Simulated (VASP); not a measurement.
# C: gap renormalisation by q mesh

C, Fd-3m (no. 227), 2 atoms in the cell. PBEsol, electron-phonon self-energy by perturbation theory (Fan-Migdal and Debye-Waller); PAW potentials C (PBE set).

Variation: series of q meshes; Supercell: 3 × 3 × 3.

## Input

INCAR.step1:
```
  PREC = Accurate
  ENCUT = 520
  EDIFF = 1E-8
  LREAL = False
  LASPH = True
  LWAVE = False
  LCHARG = False
  ALGO = Normal
  NELM = 100
  ISMEAR = 0
  SIGMA = 0.01
  EFERMI = MIDGAP
  GGA = PS
  IBRION = 2
  ISIF = 3
  NSW = 60
  EDIFFG = -0.001
```

INCAR.step2:
```
  PREC = Accurate
  ENCUT = 520
  EDIFF = 1E-7
  LREAL = False
  LASPH = True
  LWAVE = False
  LCHARG = False
  ALGO = Normal
  NELM = 100
  ISMEAR = 0
  SIGMA = 0.01
  EFERMI = MIDGAP
  GGA = PS
  IBRION = 6
  NFREE = 2
  POTIM = 0.015
  NSW = 1
  ELPH_POT_GENERATE = True
  ELPH_POT_LATTICE = 0.0000000000 1.7783250637 1.7783250637 1.7783250637 0.0000000000 1.7783250637 1.7783250637 1.7783250637 0.0000000000
  KPAR = 4
```

INCAR.step3:
```
SYSTEM = C
  PREC = Accurate
  ENCUT = 520
  EDIFF = 1E-8
  LREAL = .FALSE.
  LASPH = .TRUE.
  LWAVE = .FALSE.
  LCHARG = .FALSE.
  ALGO = Normal
  NELM = 100
  ISMEAR = 0
  SIGMA = 0.01
  EFERMI = MIDGAP
  GGA = PS
  ELPH_MODE = RENORM
  ELPH_SELFEN_TEMPS = 0
  ELPH_SELFEN_DELTA = 0.01
  KPAR = 8
  ELPH_NBANDS = -2
```

KPOINTS.step1:
```
k-points
0
Gamma
  14 14 14
```

KPOINTS.step2:
```
Automatic mesh
0
Gamma
  3 3 3
  0 0 0
```

KPOINTS.step3:
```
k-points
0
Gamma
  9 9 9
```

KPOINTS_ELPH.step3:
```
Automatic mesh
0
Gamma
  6 6 6
  0 0 0
```

KPOINTS_ELPH.step4:
```
Automatic mesh
0
Gamma
  7 7 7
  0 0 0
```

KPOINTS_ELPH.step5:
```
Automatic mesh
0
Gamma
  9 9 9
  0 0 0
```

KPOINTS_ELPH.step6:
```
Automatic mesh
0
Gamma
  12 12 12
  0 0 0
```

POSCAR.step1:
```
C
1.0
    0.0000000000      1.7833700000      1.7833700000
    1.7833700000      0.0000000000      1.7833700000
    1.7833700000      1.7833700000      0.0000000000
C
2
Direct
    0.7500000000      0.7500000000      0.7500000000
    0.5000000000      0.5000000000      0.5000000000
```

POSCAR.step2:
```
C
 1.0000000000000000
     0.0000000000000000    5.3349751911503294    5.3349751911503294
     5.3349751911503294    0.0000000000000000    5.3349751911503294
     5.3349751911503294    5.3349751911503294    0.0000000000000000
 C
  54
Direct
  0.2500000000000000  0.2500000000000000  0.2500000000000000
  0.2500000000000000  0.2500000000000000  0.5833333333333334
  0.2500000000000001  0.2500000000000001  0.9166666666666667
  0.2500000000000000  0.5833333333333334  0.2500000000000000
  0.2500000000000000  0.5833333333333334  0.5833333333333334
  0.2500000000000003  0.5833333333333336  0.9166666666666666
  0.2500000000000002  0.9166666666666666  0.2499999999999998
  0.2499999999999998  0.9166666666666666  0.5833333333333336
  0.2500000000000001  0.9166666666666664  0.9166666666666667
  0.5833333333333334  0.2500000000000000  0.2500000000000000
  0.5833333333333334  0.2500000000000000  0.5833333333333334
  0.5833333333333336  0.2500000000000003  0.9166666666666666
  0.5833333333333334  0.5833333333333334  0.2500000000000000
  0.5833333333333334  0.5833333333333334  0.5833333333333334
  0.5833333333333333  0.5833333333333333  0.9166666666666670
  0.5833333333333333  0.9166666666666667  0.2499999999999999
  0.5833333333333334  0.9166666666666670  0.5833333333333333
  0.5833333333333336  0.9166666666666666  0.9166666666666666
  0.9166666666666666  0.2500000000000001  0.2499999999999999
  0.9166666666666666  0.2499999999999997  0.5833333333333337
  0.9166666666666663  0.2499999999999999  0.9166666666666670
  0.9166666666666667  0.5833333333333333  0.2499999999999999
  0.9166666666666670  0.5833333333333334  0.5833333333333333
  0.9166666666666666  0.5833333333333336  0.9166666666666666
  0.9166666666666666  0.9166666666666666  0.2500000000000001
  0.9166666666666666  0.9166666666666666  0.5833333333333336
  0.9166666666666666  0.9166666666666666  0.9166666666666666
  0.1666666666666667  0.1666666666666667  0.1666666666666667
  0.1666666666666667  0.1666666666666667  0.4999999999999999
  0.1666666666666667  0.1666666666666667  0.8333333333333334
  0.1666666666666666  0.4999999999999998  0.1666666666666667
  0.1666666666666667  0.5000000000000000  0.4999999999999998
  0.1666666666666667  0.5000000000000000  0.8333333333333334
  0.1666666666666667  0.8333333333333334  0.1666666666666667
  0.1666666666666666  0.8333333333333334  0.5000000000000000
  0.1666666666666667  0.8333333333333334  0.8333333333333334
  0.4999999999999998  0.1666666666666666  0.1666666666666667
  0.5000000000000000  0.1666666666666667  0.4999999999999998
  0.5000000000000000  0.1666666666666667  0.8333333333333334
  0.4999999999999999  0.4999999999999999  0.1666666666666667
  0.4999999999999999  0.4999999999999999  0.4999999999999999
  0.4999999999999998  0.4999999999999998  0.8333333333333335
  0.4999999999999999  0.8333333333333334  0.1666666666666667
  0.5000000000000000  0.8333333333333335  0.4999999999999998
  0.4999999999999997  0.8333333333333330  0.8333333333333337
  0.8333333333333334  0.1666666666666667  0.1666666666666667
  0.8333333333333334  0.1666666666666666  0.5000000000000000
  0.8333333333333334  0.1666666666666667  0.8333333333333334
  0.8333333333333334  0.4999999999999999  0.1666666666666667
  0.8333333333333335  0.5000000000000000  0.4999999999999998
  0.8333333333333330  0.4999999999999997  0.8333333333333337
  0.8333333333333334  0.8333333333333334  0.1666666666666667
  0.8333333333333334  0.8333333333333334  0.5000000000000000
  0.8333333333333334  0.8333333333333334  0.8333333333333334
```

Commands (each step's output is kept before the next begins):
```
cat potpaw_PBE.64/C/POTCAR > POTCAR
cp INCAR.step1 INCAR
cp KPOINTS.step1 KPOINTS
cp POSCAR.step1 POSCAR
mpirun -np 8 vasp_std > vasp.out
cp CONTCAR POSCAR
cp INCAR.step2 INCAR
cp KPOINTS.step2 KPOINTS
cp POSCAR.step2 POSCAR
mpirun -np 8 vasp_std > vasp.out
cp CONTCAR_ELPH POSCAR
cp INCAR.step3 INCAR
cp KPOINTS.step3 KPOINTS
cp KPOINTS_ELPH.step3 KPOINTS_ELPH
mpirun -np 8 vasp_std > vasp.out
cp CONTCAR_ELPH POSCAR
cp KPOINTS_ELPH.step4 KPOINTS_ELPH
mpirun -np 8 vasp_std > vasp.out
cp CONTCAR_ELPH POSCAR
cp KPOINTS_ELPH.step5 KPOINTS_ELPH
mpirun -np 8 vasp_std > vasp.out
cp CONTCAR_ELPH POSCAR
cp KPOINTS_ELPH.step6 KPOINTS_ELPH
mpirun -np 8 vasp_std > vasp.out
```

## Result

- Zero-point change of the fundamental gap on the finest mesh (meV): -307

Zero-point change of the gap by mesh:

| mesh | fundamental (meV) |
|---|---|
| 6x6x6 | -343.9 |
| 7x7x7 | -344.6 |
| 9x9x9 | -312.4 |
| 12x12x12 | -307.0 |

VASP 6.6.1 took 652 s on 8 cores (AMD EPYC 9R45 (Zen 5)), a shared host.
